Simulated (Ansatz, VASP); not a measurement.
**One calculation of MoS2, two programs**

```
Mo S
1.0
     1.59215    0.91923    6.48210
    -1.59215    0.91923    6.48210
     0.00000   -1.83846    6.48210
Mo S
1 2
Cartesian
  0.0000 0.0000 19.4419
  0.0000 0.0000 8.0300
  0.0000 0.0000 4.9257
```

Measurements of this composition are mostly on another form, of space group No. 194.

Alike in both runs: task single point; functional PBE; k mesh 6 × 6 × 6; occupations gaussian, width 0.1 eV; no spin polarisation.

```csv
,VASP,Ansatz
version,VASP 6.6.1,Ansatz 0.2.0
potentials or method,"VASP PAW PBE potentials, release 64 (Mo_sv, S)","scalar-relativistic, plane waves, PAW"
plane-wave cutoff (eV),520,420
valence electrons in the cell,26,26
```

Ansatz gave:

| Quantity | Value |
| --- | --- |
| gap on the k mesh at the Fermi level (eV) | 1.08 |
| least direct gap on the mesh (eV) | 1.66 |
| pressure (GPa) | 1.4 |
| largest component of the traceless stress (GPa) | 1.02 |
| rms of the force components (eV/Å) | 0.077 |

Estimate VASP's values.

gap on the k mesh at the Fermi level (eV): 1.09; least direct gap on the mesh (eV): 1.66; pressure (GPa): 1.2; largest component of the traceless stress (GPa): 0.98; rms of the force components (eV/Å): 0.071.

Atom by atom the forces differ by 0.006 eV/Å (rms over components).

A k mesh can miss the band edges.
